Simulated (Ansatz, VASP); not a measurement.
**Pb in VASP and in Ansatz**

```
CELL_PARAMETERS angstrom
3.39135 0.00000 0.00000
-1.69567 2.93699 0.00000
0.00000 0.00000 3.16879
ATOMIC_POSITIONS crystal
Pb 0.00000 0.00000 0.00000
```

Alike in both runs: task single point; functional PBE; k mesh 6 × 6 × 6; occupations gaussian, width 0.1 eV; no spin polarisation.

|  | VASP | Ansatz |
| --- | --- | --- |
| version | VASP 6.6.1 | Ansatz 0.2.0 |
| potentials or method | VASP PAW PBE potentials, release 64 (Pb_d) | scalar-relativistic, plane waves, PAW |
| plane-wave cutoff (eV) | 520 | 420 |
| valence electrons in the cell | 14 | 14 |

|  | VASP | Ansatz | Ansatz less VASP |
| --- | --- | --- | --- |
| gap on the k mesh at the Fermi level (eV) | none | none | - |
| pressure (GPa) | 2.0 | 2.0 | +0.06 |
| largest component of the traceless stress (GPa) | 5.10 | 5.10 | 0.000 |

A gap of «none» marks a metal or a gap that the smearing closes. The functional is the same, so the differences come from potentials, cutoffs and numerics.

Spin-orbit coupling is left out, which matters for the levels of Pb.
